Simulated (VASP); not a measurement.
# BP (F-43m) in VASP: further runs

Runs on BP. Level: r2SCAN. Tasks: relaxation of the atoms.

All numbers are computed with VASP 6.6.1; they aren't measurements. Logs are shortened: lines on timing, memory, paths and dates and some standing lists are left out, and cuts for length are marked.

### Step 1. The undisturbed crystal

Symmetry: F-43m, No. 216, cubic system. The conventional cell has a = 4.538 Å, b = 4.538 Å, c = 4.538 Å, α = 90.00°, β = 90.00°, γ = 90.00°. Around B (site symmetry -43m) lie 4 P at 1.97 Å. P (site symmetry -43m) is surrounded by 4 B at 1.97 Å.

### Step 2. Relaxation of the atoms, r2SCAN (a relaxed cell with its volume scaled by 1.02)

INCAR

```
SYSTEM = BP
PREC = Accurate
ENCUT = 600
EDIFF = 1E-7
ISMEAR = 0
SIGMA = 0.03
LREAL = .FALSE.
LASPH = .TRUE.
NELM = 80
ALGO = Normal
ISIF = 2
LWAVE = .FALSE.
LCHARG = .FALSE.
METAGGA = R2SCAN
LMIXTAU = .TRUE.
IBRION = 2
NSW = 40
EDIFFG = -0.01
```

KPOINTS

```
Automatic mesh
0
G
  10 10 10
  0 0 0
```

POSCAR

```
BP                                      
1.0
    0.0000000000      2.2810257932      2.2810257932
    2.2810257932      0.0000000000      2.2810257932
    2.2810257932      2.2810257932      0.0000000000
  B               P             
     1     1
Direct
     0.0000000000000000    0.0000000000000000    0.0000000000000000
     0.2500000000000000    0.2500000000000000    0.2500000000000000
```

Potentials or basis: VASP PAW PBE potentials, release 64 (B, P).

Run with:

```
cat potpaw_PBE.64/B/POTCAR potpaw_PBE.64/P/POTCAR > POTCAR
mpirun -np 1 vasp_std > vasp.out
```

OUTCAR:

```text
SYSTEM = BP
   PREC = Accurate
   ENCUT = 600
   EDIFF = 1E-7
   ISMEAR = 0
   LREAL = .FALSE.
   LASPH = .TRUE.
   NELM = 80
   ISIF = 2
   METAGGA = R2SCAN
   IBRION = 2
   NSW = 40
   EDIFFG = -0.01

 ion  position               nearest neighbor table
   1  0.000  0.000  0.000-   2 1.98   2 1.98   2 1.98   2 1.98
   2  0.250  0.250  0.250-   1 1.98   1 1.98   1 1.98   1 1.98

  LATTYP: Found a face centered cubic cell.
 ALAT       =     4.5620515864

  Lattice vectors:

 A1 = (   0.0000000000,   2.2810257932,   2.2810257932)
 A2 = (   2.2810257932,   0.0000000000,   2.2810257932)
 A3 = (   2.2810257932,   2.2810257932,   0.0000000000)

Analysis of symmetry for initial positions (statically):
=====================================================================
 Subroutine PRICEL returns:
 Original cell was already a primitive cell.

 Routine SETGRP: Setting up the symmetry group for a
 face centered cubic supercell.

 Subroutine GETGRP returns: Found 24 space group operations
 (whereof 24 operations were pure point group operations)
 out of a pool of 48 trial point group operations.

The static configuration has the point symmetry T_d .

Analysis of symmetry for dynamics (positions and initial velocities):
=====================================================================
 Subroutine PRICEL returns:
 Original cell was already a primitive cell.

 Routine SETGRP: Setting up the symmetry group for a
 face centered cubic supercell.

 Subroutine GETGRP returns: Found 24 space group operations
 (whereof 24 operations were pure point group operations)
 out of a pool of 48 trial point group operations.

The dynamic configuration has the point symmetry T_d .

 Subroutine INISYM returns: Found 24 space group operations
 (whereof 24 operations are pure point group operations),
 and found     1 'primitive' translations

----------------------------------------------------------------------------------------

                                     Primitive cell

  volume of cell :      23.7367

  direct lattice vectors                    reciprocal lattice vectors
     0.000000000  2.281025793  2.281025793    -0.219199626  0.219199626  0.219199626
     2.281025793  0.000000000  2.281025793     0.219199626 -0.219199626  0.219199626
     2.281025793  2.281025793  0.000000000     0.219199626  0.219199626 -0.219199626

  length of vectors
     3.225857613  3.225857613  3.225857613     0.379664889  0.379664889  0.379664889

  position of ions in fractional coordinates (direct lattice)
     0.000000000  0.000000000  0.000000000
     0.250000000  0.250000000  0.250000000

  ion indices of the primitive-cell ions
   primitive index   ion index
                 1           1
                 2           2

----------------------------------------------------------------------------------------

 KPOINTS: Automatic mesh

Automatic generation of k-mesh.
 Grid dimensions read from file:
 generate k-points for:   10   10   10

 Generating k-lattice:

  Cartesian coordinates                     Fractional coordinates (reciprocal lattice)
    -0.021919963  0.021919963  0.021919963     0.100000000  0.000000000  0.000000000
     0.021919963 -0.021919963  0.021919963     0.000000000  0.100000000  0.000000000
     0.021919963  0.021919963 -0.021919963     0.000000000  0.000000000  0.100000000

  Length of vectors
     0.037966489  0.037966489  0.037966489

  Shift w.r.t. Gamma in fractional coordinates (k-lattice)
     0.000000000  0.000000000  0.000000000

 Subroutine IBZKPT returns following result:
 ===========================================

 Found     47 irreducible k-points:

 Following reciprocal coordinates:
            Coordinates               Weight
  0.000000  0.000000  0.000000      1.000000
  0.100000  0.000000  0.000000      8.000000
  0.200000  0.000000  0.000000      8.000000
  0.300000  0.000000  0.000000      8.000000
  0.400000  0.000000  0.000000      8.000000
  0.500000  0.000000  0.000000      4.000000
[... 16 lines left out ...]
  0.300000  0.300000  0.000000      6.000000
  0.400000  0.300000  0.000000     24.000000
 [... further k-points ...]
   k-points           NKPTS =     47   k-points in BZ     NKDIM =     47   number of bands    NBANDS=      8
   number of dos      NEDOS =    301   number of ions     NIONS =      2
   total plane-waves  NPLWV =  21952
   dimension x,y,z NGX =    28 NGY =   28 NGZ =   28
   dimension x,y,z NGXF=    56 NGYF=   56 NGZF=   56
   ions per type =               1   1
   NGX,Y,Z   is equivalent  to a cutoff of  14.43, 14.43, 14.43 a.u.
   NGXF,Y,Z  is equivalent  to a cutoff of  28.86, 28.86, 28.86 a.u.
 SYSTEM =  BP
   PREC   = accura    normal or accurate (medium, high low for compatibility)
   ISTART =      0    job   : 0-new  1-cont  2-samecut
   ICHARG =      2    charge: 1-file 2-atom 10-const
   ISPIN  =      1    spin polarized calculation?
   LNONCOLLINEAR =      F non collinear calculations
   LSORBIT =      F    spin-orbit coupling
   LASPH  =      T    aspherical Exc in radial PAW
   ENCUT  =  600.0 eV  44.10 Ry    6.64 a.u.   6.44  6.44  6.44*2*pi/ulx,y,z
   NELM   =     80;   NELMIN=  2; NELMDL= -5     # of ELM steps
   EDIFF  = 0.1E-06   stopping-criterion for ELM
   LREAL  =      F    real-space projection
   EDIFFG = -.1E-01   stopping-criterion for IOM
   NSW    =     40    number of steps for IOM
   IBRION =      2    ionic relax: 0-MD 1-quasi-New 2-CG
   NFREE  =      1    steps in history (QN), initial steepest desc. (CG)
   ISIF   =      2    stress and relaxation
   ISYM   =      2    0-nonsym 1-usesym 2-fastsym
   POTIM  = 0.5000    time-step for ionic-motion
   TEBEG  =    0.0;   TEEND  =   0.0 temperature during run
   PSTRESS=    0.0 pullay stress
   NELECT =       8.0000    total number of electrons
   NUPDOWN=      -1.0000    fix difference up-down
   EMIN   =  10.00;   EMAX   =-10.00  energy-range for DOS
   EFERMI =   0.00;   METHOD = LEGACY
   ISMEAR =     0;   SIGMA  =   0.03  broadening in eV -4-tet -1-fermi 0-gaus
   EFERMI_NEDOS =   21; number of points for ismear=-14 and -15
   IALGO  =     38    algorithm
   IMIX   =      4    mixing-type and parameters
     AMIX     =   0.40;   BMIX     =  1.00
     AMIX_MAG =   1.60;   BMIX_MAG =  1.00
  volume/ion in A,a.u.               =      11.87        80.09
  Fermi-wavevector in a.u.,A,eV,Ry     =   1.139282  2.152931 17.659870  1.297964
  Thomas-Fermi vector in A             =   2.275986
   LORBIT       =      0    0 simple, 1 ext, 2 COOP (PROOUT), +10 PAW based schemes
   METAGGA = R2SCAN    functional components
   LHFCALC =     F    Hartree Fock is set to
   AEXX    =    0.0000 exact exchange contribution
   IVDW    =     0    specifies the selected vdW correction
   LEPSILON=     F    determine dielectric tensor
   LRPA    =     F    only Hartree local field effects (RPA)
 conjugate gradient relaxation of ions
 non-spin polarized calculation
 Gauss-broadening in eV      SIGMA  =   0.03
  energy-cutoff  :      600.00
  volume of cell :       23.74
 maximum number of plane-waves:       821
 NGX is ok and might be reduce to    28
   NGX = 13   NGY = 13   NGZ = 13

 number of electron       8.0000000 magnetization

 Free energy of the ion-electron system (eV)
  ---------------------------------------------------
  ext. energy  EPLUGINS =         0.00000000
  ---------------------------------------------------
  free energy    TOTEN  =       -17.30935942 eV

  energy without entropy =      -17.30935942  energy(sigma->0) =      -17.30935942

 E-fermi :   7.4082     XC(G=0): -11.4290

 val. band max:        7.1998406892   @ k =   0.0000   0.0000   0.0000
 cond. band min:       8.6682496344   @ k =   0.4000   0.4000   0.0000
 fundamental gap:      1.4684089453
 Fermi energy:         7.4081945426

 k-point     1 :       0.0000    0.0000    0.0000
  band No.  band energies     occupation
      1      -8.9123      2.00000
      2       7.1998      2.00000
      3       7.1998      2.00000
      4       7.1998      2.00000
      5      10.8179      0.00000
      6      10.8179      0.00000
      7      10.8179      0.00000
      8      14.9580      0.00000

 k-point     2 :       0.1000    0.0000    0.0000
  band No.  band energies     occupation
      1      -8.7254      2.00000
      2       5.8417      2.00000
      3       6.8927      2.00000
      4       6.8927      2.00000
      5      11.2460      0.00000
      6      11.2460      0.00000
      7      11.2911      0.00000
      8      15.5158      0.00000

 k-point     3 :       0.2000    0.0000    0.0000
  band No.  band energies     occupation
      1      -8.1721      2.00000
      2       3.4026      2.00000
      3       6.3073      2.00000
      4       6.3073      2.00000
      5      11.5097      0.00000
      6      12.0062      0.00000
      7      12.0062      0.00000
      8      16.8113      0.00000

 k-point     4 :       0.3000    0.0000    0.0000
  band No.  band energies     occupation
      1      -7.2844      2.00000
      2       0.9499      2.00000
      3       5.7932      2.00000
      4       5.7932      2.00000
      5      11.4111      0.00000
      6      12.3617      0.00000
      7      12.3617      0.00000
      8      17.8627      0.00000

 k-point     5 :       0.4000    0.0000    0.0000
  band No.  band energies     occupation
      1      -6.1832      2.00000
      2      -1.1438      2.00000
      3       5.4664      2.00000
      4       5.4664      2.00000
      5      11.2876      0.00000
      6      12.2972      0.00000
      7      12.2972      0.00000
      8      18.0958      0.00000
[... 177 lines left out ...]
 k-point    22 :      -0.2000    0.2000    0.0000
  band No.  band energies     occupation
      1      -6.9814      2.00000
      2       1.7000      2.00000
      3       2.8894      2.00000
      4       5.8943      2.00000
      5      12.0031      0.00000
      6      12.8448      0.00000
      7      13.9574      0.00000
      8      16.0647      0.00000

 k-point    23 :       0.3000    0.3000    0.0000
  band No.  band energies     occupation
      1      -6.7167      2.00000
      2       2.1016      2.00000
      3       3.8480      2.00000
      4       3.8480      2.00000
      5       8.9508      0.00000
      6      11.4571      0.00000
      7      16.5887      0.00000
      8      16.5887      0.00000

 k-point    24 :       0.4000    0.3000    0.0000
  band No.  band energies     occupation
      1      -5.8594      2.00000
      2       0.7140      2.00000
      3       3.0050      2.00000
      4       3.5400      2.00000
      5       9.2533      0.00000
      6      11.1529      0.00000
      7      17.2369      0.00000
      8      17.2481      0.00000

 [... further k-points ...]

------------------------ aborting loop because EDIFF is reached ----------------------------------------

  FORCE on cell =-STRESS in cart. coord.  units (eV):
  Direction    XX          YY          ZZ          XY          YZ          ZX
  --------------------------------------------------------------------------------------
  -------------------------------------------------------------------------------------
  Total       -0.4803972     -0.4803972     -0.4803972      0.0000000     -0.0000000      0.0000000
  in kB      -32.4257825    -32.4257825    -32.4257825      0.0000000     -0.0000000      0.0000000
  external PRESSURE =     -32.4257825 kB  Pullay stress =       0.0000000 kB

 VOLUME and BASIS-vectors are now :
 -----------------------------------------------------------------------------
  energy-cutoff  :      600.00
  volume of cell :       23.74
      direct lattice vectors                 reciprocal lattice vectors
     0.000000000  2.281025793  2.281025793    -0.219199626  0.219199626  0.219199626
     2.281025793  0.000000000  2.281025793     0.219199626 -0.219199626  0.219199626
     2.281025793  2.281025793  0.000000000     0.219199626  0.219199626 -0.219199626

 POSITION                                       TOTAL-FORCE (eV/Angst)
 -----------------------------------------------------------------------------------
      0.00000      0.00000      0.00000        -0.000000     -0.000000     -0.000000
      1.14051      1.14051      1.14051         0.000000      0.000000      0.000000
 -----------------------------------------------------------------------------------
    total drift:                               -0.000000     -0.000000     -0.000000

  FREE ENERGIE OF THE ION-ELECTRON SYSTEM (eV)
  ---------------------------------------------------
  free  energy   TOTEN  =       -17.3093594174 eV

  energy  without entropy=      -17.3093594174  energy(sigma->0) =      -17.30935942

 reached required accuracy - stopping structural energy minimisation
```

Run time: 33 s. Hardware: 1 thread of Intel Xeon 6975P-C (Granite Rapids), shared host; peak memory 0.16 GiB.

Results:

```
Free energy             : -17.3094 eV
Pressure after relaxing : -3.2 GPa
Band gap on the k mesh  : 1.47 eV, indirect (least direct gap 3.62 eV)
```

Final structure:
```
CELL_PARAMETERS angstrom
0.00000 2.28103 2.28103
2.28103 0.00000 2.28103
2.28103 2.28103 0.00000
ATOMIC_POSITIONS crystal
B 0.00000 0.00000 0.00000
P 0.25000 0.25000 0.25000
```

Levels at points of the mesh, in eV from the valence-band top:
```tsv
k point	band 2	band 3	band 4	band 5	band 6	band 7
(0.00, 0.00, 0.00)	0.00	0.00	0.00	3.62	3.62	3.62
(0.50, 0.00, 0.00)	-9.38	-1.84	-1.84	4.04	5.02	5.02
(0.50, 0.50, 0.00)	-9.04	-4.28	-4.28	1.57	1.92	12.91
```

Caveat: the relaxation stopped at its first step, so nothing moved; the PAW data sets were made with another functional, which shifts forces and pressure a little. A k mesh can miss the band edges.

### Step 3. Relaxation of the atoms, r2SCAN (a relaxed cell with its volume scaled by 1.04)

INCAR is that of step 2.

KPOINTS is that of step 2.

POSCAR

```
BP                                      
1.0
    0.0000000000      2.2958380641      2.2958380641
    2.2958380641      0.0000000000      2.2958380641
    2.2958380641      2.2958380641      0.0000000000
  B               P             
     1     1
Direct
     0.0000000000000000    0.0000000000000000    0.0000000000000000
     0.2500000000000000    0.2500000000000000    0.2500000000000000
```

Potentials or basis: VASP PAW PBE potentials, release 64 (B, P).

Run with:

```
cat potpaw_PBE.64/B/POTCAR potpaw_PBE.64/P/POTCAR > POTCAR
mpirun -np 1 vasp_std > vasp.out
```

Run time: 33 s. Hardware: 1 thread of Intel Xeon 6975P-C (Granite Rapids), shared host; peak memory 0.16 GiB.

The run converged. Its results:

| Quantity | Value |
| --- | --- |
| Free energy | -17.2958 eV |
| Pressure after relaxing | -6.2 GPa |
| Band gap on the k mesh | 1.49 eV, indirect (least direct gap 3.59 eV) |

Final structure:
```cif
data_structure
_symmetry_space_group_name_H-M 'P 1'
_symmetry_Int_Tables_number 1
_cell_length_a 3.2468
_cell_length_b 3.2468
_cell_length_c 3.2468
_cell_angle_alpha 60.000
_cell_angle_beta 60.000
_cell_angle_gamma 60.000
_cell_volume 24.20
loop_
_atom_site_label
_atom_site_type_symbol
_atom_site_fract_x
_atom_site_fract_y
_atom_site_fract_z
_atom_site_occupancy
B1 B 0.00000 0.00000 0.00000 1
P1 P 0.25000 0.25000 0.25000 1
```

Levels at points of the mesh, in eV from the valence-band top:
```
           k point  band 1  band 2  band 3  band 4  band 5  band 6  band 7  band 8
(0.00, 0.00, 0.00)  -15.94    0.00    0.00    0.00    3.59    3.59    3.59    7.45
(0.50, 0.00, 0.00)  -12.58   -9.24   -1.82   -1.82    3.92    5.01    5.01   10.79
(0.50, 0.50, 0.00)  -10.97   -8.94   -4.21   -4.21    1.61    1.94   12.72   12.72
```

Caveat: the relaxation stopped at its first step, so nothing moved; the PAW data sets were made with another functional, which shifts forces and pressure a little. A k mesh can miss the band edges.

(Continued in part 2 of 2.)
